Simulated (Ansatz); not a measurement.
A plane-wave DFT run in Ansatz 0.2.0 (scalar-relativistic PAW potentials unless the input names others): input and command.

```yaml
crystal:
  lattice:
    - [2.9529462749, 0.0, 0.0]
    - [-1.4764731374, 2.8837937016, 0.0]
    - [0.0, 0.0, 12.5788196111]
  atoms:
    - { symbol: Mo, position: [0.3333333333, 0.6666666667, 0.25] }
    - { symbol: Mo, position: [0.6666666667, 0.3333333333, 0.75] }
    - { symbol: S, position: [0.3333333333, 0.6666666667, 0.6260538431] }
    - { symbol: S, position: [0.6666666667, 0.3333333333, 0.1260538431] }
    - { symbol: S, position: [0.3333333333, 0.6666666667, 0.8739461569] }
    - { symbol: S, position: [0.6666666667, 0.3333333333, 0.3739461569] }
basis:
  ecutwfc: "500 eV"
kpoints:
  mp_grid: { grid: [12, 12, 2] }
hamiltonian:
  xc: pbesol
scf:
  occupations: { method: gaussian, width: 0.05 }
  lower_state_search: light
output:
  forces: true
  eigenvalues: true
  stress: true
```

```bash
ansatz run input.yaml --threads 1 --pin off --max-ram 2560MiB --backend cpu --events-out ev --progress --plain --runs-dir out
```

Abridged log:
```
Pseudopotentials: kind: paw
Pseudopotential: Mo, paw, valence charge 14, recommended cutoff 420 eV (normal)
Pseudopotential: S, paw, valence charge 6, recommended cutoff 420 eV (normal)
Functional definition: PBEsol
Crystal: 6 atoms, lattice volume = 107.117 Å³
Basis set: ecut = 500 eV, 2715 PW (Γ), exchange–correlation on 48×48×192 points (8 copies of the dense FFT grid, shifted against one another)
Bands: 32, of which v1, the nominal top of the filled ones, is band 26 counted from 1 (25 counted from 0)
Symmetry: 8 space group operations
Space group: Cmcm (ITA 63), of the structure as read, at distance tolerance 4.7e-5 Å
k-points: 86 of 288
Initial density: superposition of atomic densities (neutral atoms: chi_scale 0, normalization atom), corrected by the library's trained network
Initial wavefunctions: pseudopotential atomic-orbital guess
Functional: x = pbesol(κ = 0.804, μ = 0.12345679), c = pbesol(β = 0.046)
SCF iter   1: F=—  HF=-13339.876553 eV  |F-HF|=—  |Δ(HF+E_count)|=         —  Δρ=7.33e-3  dr2=4.28e-2  ethr=1.77e-3  ⟨swp⟩=6.7  Hψ=12163  notcnv=0
SCF iter   2: F=—  HF=-13339.875998 eV  |F-HF|=—  |Δ(HF+E_count)|=   5.56e-4  Δρ=3.92e-3  dr2=8.30e-3  ethr=8.23e-5  ⟨swp⟩=2.4  Hψ=4944  notcnv=0  defer=15
SCF iter   3: F=—  HF=-13339.877084 eV  |F-HF|=—  |Δ(HF+E_count)|=   1.09e-3  Δρ=1.65e-3  dr2=2.28e-3  ethr=1.60e-5  ⟨swp⟩=2.7  Hψ=4370  notcnv=0  defer=4
automatic band count: iteration 3 solves 31 bands in place of 32: the levels show a gap, and the empty bands left out lie too high to hold charge; the band table lists the bands solved (type scf.n_extra_bands for more)
SCF iter   4: F=—  HF=-13339.877252 eV  |F-HF|=—  |Δ(HF+E_count)|=   1.69e-4  Δρ=2.34e-4  dr2=8.23e-5  ethr=4.39e-6  ⟨swp⟩=2.2  Hψ=3762  notcnv=0  defer=4
SCF iter   5: F=—  HF=-13339.877251 eV  |F-HF|=—  |Δ(HF+E_count)|=   1.68e-6  Δρ=4.93e-5  dr2=3.59e-6  ethr=1.58e-7  ⟨swp⟩=2.0  Hψ=3928  notcnv=0  defer=5
SCF iter   6: F=—  HF=-13339.877253 eV  |F-HF|=—  |Δ(HF+E_count)|=   2.61e-6  Δρ=1.40e-5  dr2=6.07e-7  ethr=6.91e-9  ⟨swp⟩=2.0  Hψ=3909  notcnv=0  defer=6
SCF iter   7: F=-13339.877254 eV  HF=-13339.877254 eV  |F-HF|=6.11e-9  |Δ(HF+E_count)|=   3.86e-7  Δρ=4.07e-6  dr2=3.69e-8  ethr=1.92e-10  ⟨swp⟩=6.2  Hψ=11979  notcnv=0
SCF 1 converged in 7 iterations: F = -13339.877254 eV  dr2 = 3.69e-8
SCF converged after 7 iterations
Free energy (F): -13339.877254 eV
Harris-Foulkes:  -13339.877254 eV  (|F-HF|=6.11e-9)
Internal energy: -13339.877254 eV  (E = F + TS)
E sigma→0 (E₀):  -13339.877254 eV
Fermi energy:    11.124823 eV
--- Forces (eV/Å), atoms counted from 1 ---
  atom   1  Mo     0.00000000     0.63717562     0.00000000
  atom   2  Mo     0.00000000    -0.63717562     0.00000000
  atom   3  S      0.00000000     0.32257221    -0.01080903
  atom   4  S      0.00000000    -0.32257221    -0.01080903
  atom   5  S      0.00000000     0.32257221     0.01080903
  atom   6  S      0.00000000    -0.32257221     0.01080903
--- Stress (GPa, compression-positive) ---
       14.302288       0.000000       0.000000
        0.000000      -9.082028       0.000000
        0.000000       0.000000       0.089433
  P = ⅓ Tr σ = 1.7699 GPa (17.699 kbar)
```

Apart from outputs and empty bands, the input differs from a reference run on usual settings in basis.ecutwfc: 420 → "500 eV"; scf.lower_state_search: not typed → "light". The reference, at the same geometry (not necessarily relaxed), gave pressure 1.77 GPa, largest force 0.637 eV/Å, gap on the mesh 1.10 eV. This run converged in 7 SCF iterations (reference: 7) with an energy at zero smearing 0.33 meV/atom below the reference's, pressure 1.77 GPa, largest force 0.637 eV/Å, gap on the mesh 1.10 eV.

It took 13 s on 1 thread of Intel(R) Xeon(R) Platinum 8488C (Sapphire Rapids), on a shared host, peak memory 0.61 GiB.